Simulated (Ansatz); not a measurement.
**Nb: equation of state with LDA**

Nb:

```xyz
1
Lattice="-1.6640 1.6640 1.6640 1.6640 -1.6640 1.6640 1.6640 1.6640 -1.6640" Properties=species:S:1:pos:R:3 pbc="T T T"
Nb    0.0000    0.0000    0.0000
```

| Quantity | Value |
| --- | --- |
| Program | Ansatz 0.2.0 |
| Task | equation of state |
| Functional | LDA |
| Potentials or basis | Ansatz PAW |
| Cutoff | 420 eV |
| Density cutoff | 1680 eV |
| k mesh | 11 × 11 × 11 |
| Occupations | fermi-dirac, width 0.05 eV |
| Spin | no spin polarisation |

```
Equilibrium volume : 17.19 Å³/atom (rough: see the caveat)
Bulk modulus       : 187 GPa (rough)
```

Energy against volume, from the lowest point:
| volume (Å³/atom) | energy (meV/atom) |
| --- | --- |
| 17.322 | 0.00 |
| 17.691 | 7.53 |
| 18.060 | 23.16 |
| 18.428 | 46.24 |
| 18.797 | 76.11 |
| 19.165 | 112.19 |
| 19.534 | 153.89 |

All runs of the series together: 3.2 s on 2 threads of Arm Neoverse V2, on a shared host.

Caveat: the minimum lies outside the volumes run.
